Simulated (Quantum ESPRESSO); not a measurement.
# Ag (Im-3m) in Quantum ESPRESSO: notebook

Runs on Ag. Level: PBE. Tasks: phonons.

All numbers are computed with Quantum ESPRESSO 7.5; they aren't measurements. Logs are shortened: lines on timing, memory, paths and dates and some standing lists are left out, and cuts for length are marked.

### Step 1. The structure

The structure is cubic, space group Im-3m (No. 229). The conventional cell has a = 3.311 Å, b = 3.311 Å, c = 3.311 Å, α = 90.00°, β = 90.00°, γ = 90.00°. Around Ag (site symmetry m-3m) lie 8 Ag at 2.87 Å.

This isn't the form of Ag at room conditions, which is fcc.

### Step 2. Phonons, PBE

Input file pw.in:

```
&CONTROL
  calculation = 'scf'
  prefix = 'pwscf'
  outdir = './tmp'
  pseudo_dir = './pseudo'
  tprnfor = .true.
  tstress = .true.
  disk_io = 'low'
/
&SYSTEM
  ibrav = 0
  nat = 1
  ntyp = 1
  ecutwfc = 82
  nbnd = 16
  occupations = 'smearing'
  smearing = 'mv'
  degauss = 0.01469973
/
&ELECTRONS
  conv_thr = 2d-10
  electron_maxstep = 120
  mixing_beta = 0.5
/
ATOMIC_SPECIES
Ag   107.8682 Ag.upf
CELL_PARAMETERS bohr
  -3.1287326171    3.1287326171    3.1287326171
   3.1287326171   -3.1287326171    3.1287326171
   3.1287326171    3.1287326171   -3.1287326171
ATOMIC_POSITIONS bohr
Ag     0.0000000000    0.0000000000    0.0000000000
K_POINTS automatic
11 11 11 0 0 0
```

Input file scf2.in:

```
&CONTROL
  calculation = 'scf'
  prefix = 'pwscf'
  outdir = './tmp'
  pseudo_dir = './pseudo'
  tprnfor = .true.
  tstress = .true.
  disk_io = 'low'
/
&SYSTEM
  ibrav = 0
  nat = 1
  ntyp = 1
  ecutwfc = 82
  nbnd = 16
  occupations = 'smearing'
  smearing = 'mv'
  degauss = 0.01469973
/
&ELECTRONS
  conv_thr = 1d-13
  electron_maxstep = 120
  mixing_beta = 0.5
  startingpot = 'file'
  startingwfc = 'file'
/
ATOMIC_SPECIES
Ag   107.8682 Ag.upf
CELL_PARAMETERS bohr
  -3.1287326171    3.1287326171    3.1287326171
   3.1287326171   -3.1287326171    3.1287326171
   3.1287326171    3.1287326171   -3.1287326171
ATOMIC_POSITIONS bohr
Ag     0.0000000000    0.0000000000    0.0000000000
K_POINTS automatic
11 11 11 0 0 0
```

Input file ph.in:

```
phonons of Ag
&INPUTPH
  prefix = 'pwscf'
  outdir = './tmp'
  tr2_ph = 1d-18
  fildyn = 'dyn'
  niter_ph = 90
  alpha_mix(1) = 0.4
/
-0.0000000000 0.8660254038 -0.0000000000
```

Potentials or basis: PseudoDojo 0.4.1 SR PBE standard.

The run is started by

```console
$ OMP_NUM_THREADS=1 pw.x -in pw.in > pw.out
$ OMP_NUM_THREADS=1 pw.x -in scf2.in > scf2.out
$ OMP_NUM_THREADS=1 ph.x -in ph.in > ph.out
```

pw.out:

```text
This program is part of the open-source Quantum ESPRESSO suite
     for quantum simulation of materials; please cite
         "P. Giannozzi et al., J. Phys.:Condens. Matter 21 395502 (2009);
         "P. Giannozzi et al., J. Phys.:Condens. Matter 29 465901 (2017);
         "P. Giannozzi et al., J. Chem. Phys. 152 154105 (2020);
     in publications or presentations arising from this work. More details at

     Message from routine setup:
     using ibrav=0 with symmetry is DISCOURAGED, use correct ibrav instead

     G-vector sticks info
     --------------------
     sticks:   dense  smooth     PW     G-vecs:    dense   smooth      PW
     Sum         723     723    221                12215    12215    2123

     Using Slab Decomposition

     bravais-lattice index     =            0
     lattice parameter (alat)  =       5.4191  a.u.
     unit-cell volume          =     122.5083 (a.u.)^3
     number of atoms/cell      =            1
     number of atomic types    =            1
     number of electrons       =        19.00
     number of Kohn-Sham states=           16
     kinetic-energy cutoff     =      82.0000  Ry
     charge density cutoff     =     328.0000  Ry
     scf convergence threshold =      2.0E-10
     mixing beta               =       0.5000
     number of iterations used =            8  plain     mixing
     Exchange-correlation= PBE
                           (   1   4   3   4   0   0   0)

     celldm(1)=   5.419124  celldm(2)=   0.000000  celldm(3)=   0.000000
     celldm(4)=   0.000000  celldm(5)=   0.000000  celldm(6)=   0.000000

     crystal axes: (cart. coord. in units of alat)
               a(1) = (  -0.577350   0.577350   0.577350 )
               a(2) = (   0.577350  -0.577350   0.577350 )
               a(3) = (   0.577350   0.577350  -0.577350 )

     reciprocal axes: (cart. coord. in units 2 pi/alat)
               b(1) = ( -0.000000  0.866025  0.866025 )
               b(2) = (  0.866025 -0.000000  0.866025 )
               b(3) = (  0.866025  0.866025  0.000000 )

     PseudoPot. # 1 for Ag read from file:
     Ag.upf
     Pseudo is Norm-conserving + core correction, Zval = 19.0
     Generated using ONCVPSP code by D. R. Hamann
     Using radial grid of 1538 points,  6 beta functions with:
                l(1) =   0
                l(2) =   0
                l(3) =   1
                l(4) =   1
                l(5) =   2
                l(6) =   2

     atomic species   valence    mass     pseudopotential
     Ag               19.00   107.86820     Ag( 1.00)

     48 Sym. Ops., with inversion, found

   Cartesian axes

     site n.     atom                  positions (alat units)
         1        Ag     tau(   1) = (   0.0000000   0.0000000   0.0000000  )

     number of k points=    56  Marzari-Vanderbilt smearing, width (Ry)=  0.0147
                       cart. coord. in units 2pi/alat
        k(    1) = (   0.0000000   0.0000000   0.0000000), wk =   0.0015026
        k(    2) = (   0.0787296   0.0787296   0.0000000), wk =   0.0180316
        k(    3) = (   0.1574592   0.1574592   0.0000000), wk =   0.0180316
        k(    4) = (   0.2361887   0.2361887   0.0000000), wk =   0.0180316
        k(    5) = (   0.3149183   0.3149183   0.0000000), wk =   0.0180316
        k(    6) = (   0.3936479   0.3936479   0.0000000), wk =   0.0180316
[... 48 lines left out ...]
        k(   55) = (  -0.7872958  -0.0787296  -0.0787296), wk =   0.0120210
        k(   56) = (  -0.0000000  -0.0000000   0.7872958), wk =   0.0090158

     Dense  grid:    12215 G-vectors     FFT dimensions: (  32,  32,  32)

     Initial potential from superposition of free atoms

     starting charge      18.9995, renormalised to      19.0000
     Starting wfcs are   10 randomized atomic wfcs +    6 random wfcs

     Self-consistent Calculation

     iteration #  1     ecut=    82.00 Ry     beta= 0.50
     Davidson diagonalization with overlap
     ethr =  1.00E-02,  avg # of iterations =  4.5

     Threshold (ethr) on eigenvalues was too large:
     Diagonalizing with lowered threshold

     Davidson diagonalization with overlap
     ethr =  3.02E-04,  avg # of iterations =  1.2

     total energy              =    -310.01860476 Ry
     estimated scf accuracy    <       0.05765325 Ry

     iteration #  2     ecut=    82.00 Ry     beta= 0.50
     Davidson diagonalization with overlap
     ethr =  3.03E-04,  avg # of iterations =  2.0

     total energy              =    -310.03454807 Ry
     estimated scf accuracy    <       0.00959203 Ry

     iteration #  3     ecut=    82.00 Ry     beta= 0.50
     Davidson diagonalization with overlap
     ethr =  5.05E-05,  avg # of iterations =  2.1

     total energy              =    -310.03623544 Ry
     estimated scf accuracy    <       0.00036485 Ry

     iteration #  4     ecut=    82.00 Ry     beta= 0.50
     Davidson diagonalization with overlap
     ethr =  1.92E-06,  avg # of iterations =  2.9

     total energy              =    -310.03629328 Ry
     estimated scf accuracy    <       0.00002293 Ry

     iteration #  5     ecut=    82.00 Ry     beta= 0.50
     Davidson diagonalization with overlap
     ethr =  1.21E-07,  avg # of iterations =  1.0

     total energy              =    -310.03628668 Ry
     estimated scf accuracy    <       0.00001352 Ry

     iteration #  6     ecut=    82.00 Ry     beta= 0.50
     Davidson diagonalization with overlap
     ethr =  7.12E-08,  avg # of iterations =  2.0

     total energy              =    -310.03628999 Ry
     estimated scf accuracy    <       0.00000052 Ry

     iteration #  7     ecut=    82.00 Ry     beta= 0.50
     Davidson diagonalization with overlap
     ethr =  2.72E-09,  avg # of iterations =  1.0

     total energy              =    -310.03628999 Ry
     estimated scf accuracy    <       0.00000006 Ry

     iteration #  8     ecut=    82.00 Ry     beta= 0.50
     Davidson diagonalization with overlap
     ethr =  3.11E-10,  avg # of iterations =  2.0

     total energy              =    -310.03629001 Ry
     estimated scf accuracy    <          9.7E-09 Ry

     iteration #  9     ecut=    82.00 Ry     beta= 0.50
     Davidson diagonalization with overlap
     ethr =  5.08E-11,  avg # of iterations =  2.0

     End of self-consistent calculation

          k = 0.0000 0.0000 0.0000 (  1505 PWs)   bands (ev):

   -75.7837 -39.1877 -39.1877 -39.1877   8.7288  11.3804  11.3804  11.3804
    12.5880  12.5880  33.9582  33.9582  33.9582  39.2080  39.2081  39.2083

          k = 0.0787 0.0787 0.0000 (  1517 PWs)   bands (ev):

   -75.7826 -39.1983 -39.1916 -39.1876   8.9863  11.3208  11.3916  11.5220
    12.5263  12.5924  33.0887  33.7847  34.0857  37.2314  37.3707  37.7001

          k = 0.1575 0.1575 0.0000 (  1511 PWs)   bands (ev):

   -75.7796 -39.2265 -39.2019 -39.1872   9.6596  11.1643  11.4735  11.9196
    12.4238  12.6076  30.2915  32.6954  34.4022  35.2764  36.1195  37.2462

          k = 0.2362 0.2362 0.0000 (  1531 PWs)   bands (ev):

   -75.7757 -39.2634 -39.2155 -39.1868  10.1927  10.9662  12.1122  12.4091
    12.4864  12.6349  26.7186  31.1703  32.9845  34.7617  35.9447  38.6621

          k = 0.3149 0.3149 0.0000 (  1535 PWs)   bands (ev):

   -75.7721 -39.2971 -39.2279 -39.1863  10.1706  10.7907  12.4688  12.6676
    13.0657  13.7393  23.2484  29.9705  31.1859  35.0412  36.0975  40.8823

          k = 0.3936 0.3936 0.0000 (  1544 PWs)   bands (ev):

   -75.7699 -39.3170 -39.2353 -39.1861  10.0568  10.6891  12.5260  12.6906
    13.4441  15.6717  20.4329  29.3313  30.1800  35.1865  36.2904  40.3969

          k = 0.1575 0.0787 0.0787 (  1523 PWs)   bands (ev):

   -75.7805 -39.2180 -39.1955 -39.1902   9.4639  11.2644  11.3264  11.8395
    12.4281  12.6192  31.7598  32.3165  34.4424  34.8782  36.9091  38.0047

          k = 0.2362 0.1575 0.0787 (  1535 PWs)   bands (ev):

   -75.7771 -39.2492 -39.2077 -39.1909  10.1600  11.1002  11.4281  12.3530
    12.4398  12.6992  28.6516  30.6636  32.8783  34.8562  37.5633  37.9614

          k = 0.3149 0.2362 0.0787 (  1541 PWs)   bands (ev):

   -75.7733 -39.2821 -39.2227 -39.1907  10.3502  10.9066  12.0991  12.4039
    12.7120  13.5632  25.0666  29.3953  31.2248  35.2068  37.7124  38.8716

          k = 0.3936 0.3149 0.0787 (  1534 PWs)   bands (ev):

   -75.7704 -39.3070 -39.2345 -39.1905  10.2196  10.7678  12.4400  12.5636
    13.0348  15.2716  21.8100  28.4951  30.0885  35.4538  37.6778  39.7652

          k = 0.4724 0.3936 0.0787 (  1544 PWs)   bands (ev):

   -75.7694 -39.3163 -39.2389 -39.1904  10.1496  10.7181  12.5214  12.5609
    13.2568  16.6807  19.9099  28.1600  29.6867  35.5447  37.7135  39.8558

          k = 0.3149 0.1575 0.1575 (  1540 PWs)   bands (ev):

   -75.7738 -39.2747 -39.2188 -39.1963  10.5523  11.1152  11.4077  12.3299
    12.7062  13.6280  27.0075  27.4298  31.4605  35.2049  38.0205  40.0827

          k = 0.3936 0.2362 0.1575 (  1543 PWs)   bands (ev):

   -75.7707 -39.2947 -39.2352 -39.1983  10.5211  10.9541  11.8647  12.4175
    12.8086  15.2733  23.7360  26.1720  30.4309  35.5806  38.5304  40.7895

          k = 0.4724 0.3149 0.1575 (  1533 PWs)   bands (ev):

   -75.7689 -39.3053 -39.2470 -39.1988  10.4212  10.8633  12.1075  12.5124
    12.9528  17.3045  20.8036  25.5330  29.8650  35.8663  38.8171  40.7754
[... 163 lines left out ...]
   -75.7643 -39.2952 -39.2785 -39.2281  10.8117  10.9264  11.4238  12.7108
    13.0794  19.4698  22.1608  22.3480  32.3759  32.5191  35.0685  38.8309

          k =-0.0000-0.0000 0.4724 (  1529 PWs)   bands (ev):

   -75.7685 -39.2612 -39.2447 -39.2447  11.0207  11.1259  11.9586  11.9586
    12.4270  14.8347  27.8043  27.8043  29.1515  29.8100  40.9390  41.4808

          k =-0.0000-0.0787 0.5511 (  1539 PWs)   bands (ev):

   -75.7653 -39.2837 -39.2578 -39.2472  10.7729  10.9264  12.0135  12.2387
    12.9039  16.5197  24.8444  26.3560  29.0461  30.5757  37.8773  41.1519

          k =-0.0000-0.1575 0.6298 (  1535 PWs)   bands (ev):

   -75.7634 -39.3001 -39.2656 -39.2455  10.5559  10.8623  11.9722  12.3794
    13.3115  18.7870  21.7392  25.5135  28.8882  32.3520  35.2573  40.7417

          k = 0.0787-0.0787 0.6298 (  1545 PWs)   bands (ev):

   -75.7628 -39.2922 -39.2732 -39.2520  10.5790  10.6946  12.0982  12.6299
    13.1350  18.5030  23.7029  23.9721  30.0211  30.2751  34.9521  40.9961

          k =-0.7873-0.1575-0.1575 (  1536 PWs)   bands (ev):

   -75.7619 -39.2959 -39.2803 -39.2518  10.4994  10.6132  12.0826  12.8161
    13.2456  20.8139  21.1821  23.4528  30.0342  31.8209  32.8068  40.8270

          k =-0.0000-0.0000 0.6298 (  1537 PWs)   bands (ev):

   -75.7622 -39.2808 -39.2712 -39.2712  10.5006  10.6016  12.5971  12.5971
    12.9278  18.1416  24.8540  24.8540  28.4627  29.2516  34.7713  42.4416

          k =-0.0000-0.0787 0.7086 (  1542 PWs)   bands (ev):

   -75.7604 -39.2926 -39.2791 -39.2720  10.3253  10.3991  12.6947  12.8418
    13.2535  20.2555  22.7352  23.9711  28.7435  29.9354  32.0986  42.3324

          k =-0.7873-0.0787-0.0787 (  1527 PWs)   bands (ev):

   -75.7595 -39.2895 -39.2895 -39.2744  10.2592  10.2592  12.7721  13.1993
    13.1993  22.2738  22.3328  22.3328  29.7409  29.8801  29.8801  42.4440

          k =-0.0000-0.0000 0.7873 (  1525 PWs)   bands (ev):

   -75.7586 -39.2885 -39.2872 -39.2872  10.1394  10.1581  13.1816  13.1816
    13.2357  21.8702  23.0522  23.0522  28.3303  29.0338  29.7940  42.7882

     the Fermi energy is    16.0782 ev

!    total energy              =    -310.03629001 Ry
     estimated scf accuracy    <          2.0E-11 Ry
     smearing contrib. (-TS)   =      -0.00018999 Ry
     internal energy E=F+TS    =    -310.03610002 Ry

     The total energy is F=E-TS. E is the sum of the following terms:
     one-electron contribution =    -127.50055349 Ry
     hartree contribution      =      73.72388276 Ry
     xc contribution           =     -46.30807901 Ry
     ewald contribution        =    -209.95135028 Ry

     convergence has been achieved in   9 iterations

     Forces acting on atoms (cartesian axes, Ry/au):

     atom    1 type  1   force =     0.00000000    0.00000000    0.00000000

     Total force =     0.000000     Total SCF correction =     0.000000

     Computing stress (Cartesian axis) and pressure

          total   stress  (Ry/bohr**3)                   (kbar)     P=       -9.92
  -0.00006746  -0.00000000  -0.00000000           -9.92       -0.00       -0.00
  -0.00000000  -0.00006746  -0.00000000           -0.00       -9.92       -0.00
  -0.00000000  -0.00000000  -0.00006746           -0.00       -0.00       -9.92

=------------------------------------------------------------------------------=
   JOB DONE.
=------------------------------------------------------------------------------=
```

It took 2.2 min on 1 thread of Arm Neoverse V1, shared host; peak memory 0.09 GiB.

What came out:

| Quantity | Value |
| --- | --- |
| Free energy | -4218.2586 eV |
| Pressure after relaxing | -1.0 GPa |
| Band gap on the k mesh | none (metal or under the smearing width) |
| Highest phonon frequency at the q point run | 138 cm⁻¹ |

Levels at points of the mesh, in eV from the Fermi level:
| k point | band 7 | band 8 | band 9 | band 10 | band 11 | band 12 | band 13 | band 14 |
| --- | --- | --- | --- | --- | --- | --- | --- | --- |
| (0.00, 0.00, 0.00) | -4.70 | -4.70 | -3.49 | -3.49 | 17.88 | 17.88 | 17.88 | 23.13 |

Phonon frequencies in cm⁻¹ (negative: imaginary):
```
               q point  frequencies
(0.500, -0.500, 0.500)  138 138 138
```

Phonon modes at q = (0.500, -0.500, 0.500) in reciprocal lattice units:
| mode | symmetry | cm⁻¹ |
| --- | --- | --- |
| 1 | T_1u | 138 |
| 2 | T_1u | 138 |
| 3 | T_1u | 138 |

Caveat: the q point doesn't lie on the k mesh, which can shift a metal's frequencies strongly unless the mesh is converged.

### Step 3. Phonons, PBE

pw.in is that of step 2.

scf2.in is that of step 2.

Edit ph.in of step 2 so:

```diff
@@ -9,2 +9,2 @@
 /
--0.0000000000 0.8660254038 -0.0000000000
+0.4330127019 0.4330127019 0.0000000000
```

Potentials or basis: PseudoDojo 0.4.1 SR PBE standard.

The run is started by

```console
$ OMP_NUM_THREADS=1 pw.x -in pw.in > pw.out
$ OMP_NUM_THREADS=1 pw.x -in scf2.in > scf2.out
$ OMP_NUM_THREADS=1 ph.x -in ph.in > ph.out
```

pw.out:

```text
This program is part of the open-source Quantum ESPRESSO suite
     for quantum simulation of materials; please cite
[... 9 lines left out ...]
     --------------------
     sticks:   dense  smooth     PW     G-vecs:    dense   smooth      PW
     Sum         723     723    221                12215    12215    2123

     Using Slab Decomposition

     bravais-lattice index     =            0
     lattice parameter (alat)  =       5.4191  a.u.
     unit-cell volume          =     122.5083 (a.u.)^3
     number of atoms/cell      =            1
     number of atomic types    =            1
     number of electrons       =        19.00
     number of Kohn-Sham states=           16
     kinetic-energy cutoff     =      82.0000  Ry
     charge density cutoff     =     328.0000  Ry
     scf convergence threshold =      2.0E-10
     mixing beta               =       0.5000
     number of iterations used =            8  plain     mixing
[... 168 lines left out ...]
     iteration #  9     ecut=    82.00 Ry     beta= 0.50
     Davidson diagonalization with overlap
     ethr =  5.08E-11,  avg # of iterations =  2.0

     End of self-consistent calculation

          k = 0.0000 0.0000 0.0000 (  1505 PWs)   bands (ev):

   -75.7837 -39.1877 -39.1877 -39.1877   8.7288  11.3804  11.3804  11.3804
    12.5880  12.5880  33.9582  33.9582  33.9582  39.2080  39.2081  39.2083
[... 273 lines left out ...]
   -75.7586 -39.2885 -39.2872 -39.2872  10.1394  10.1581  13.1816  13.1816
    13.2357  21.8702  23.0522  23.0522  28.3303  29.0338  29.7940  42.7882

     the Fermi energy is    16.0782 ev

!    total energy              =    -310.03629001 Ry
     estimated scf accuracy    <          2.0E-11 Ry
     smearing contrib. (-TS)   =      -0.00018999 Ry
     internal energy E=F+TS    =    -310.03610002 Ry

     The total energy is F=E-TS. E is the sum of the following terms:
     one-electron contribution =    -127.50055349 Ry
     hartree contribution      =      73.72388276 Ry
     xc contribution           =     -46.30807901 Ry
     ewald contribution        =    -209.95135028 Ry

     convergence has been achieved in   9 iterations

     Forces acting on atoms (cartesian axes, Ry/au):

     atom    1 type  1   force =     0.00000000    0.00000000    0.00000000

     Total force =     0.000000     Total SCF correction =     0.000000

     Computing stress (Cartesian axis) and pressure

          total   stress  (Ry/bohr**3)                   (kbar)     P=       -9.92
  -0.00006746  -0.00000000  -0.00000000           -9.92       -0.00       -0.00
  -0.00000000  -0.00006746  -0.00000000           -0.00       -9.92       -0.00
  -0.00000000  -0.00000000  -0.00006746           -0.00       -0.00       -9.92

=------------------------------------------------------------------------------=
   JOB DONE.
=------------------------------------------------------------------------------=
```

Run time: 7.6 min. Hardware: 1 thread of Arm Neoverse V1, shared host; peak memory 0.09 GiB.

What came out:

- Free energy: -4218.2586 eV
- Pressure after relaxing: -1.0 GPa
- Band gap on the k mesh: none (metal or under the smearing width)
- Highest phonon frequency at the q point run: 136 cm⁻¹

Levels at points of the mesh, in eV from the Fermi level:
```csv
k point,band 6,band 7,band 8,band 9,band 10,band 11,band 12,band 13,band 14,band 15
"(0.00, 0.00, 0.00)",-4.70,-4.70,-4.70,-3.49,-3.49,17.88,17.88,17.88,23.13,23.13
```

Phonon frequencies in cm⁻¹ (negative: imaginary):
| q point | frequencies |
| --- | --- |
| (0.000, 0.000, 0.500) | 32 90 136 |

Phonon modes at q = (0.000, 0.000, 0.500) in reciprocal lattice units:
| mode | symmetry | cm⁻¹ |
| --- | --- | --- |
| 1 | B_2u | 32 |
| 2 | B_1u | 90 |
| 3 | B_3u | 136 |

Caveat: the q point doesn't lie on the k mesh, which can shift a metal's frequencies strongly unless the mesh is converged.

(Part 1 of 2 ends here.)
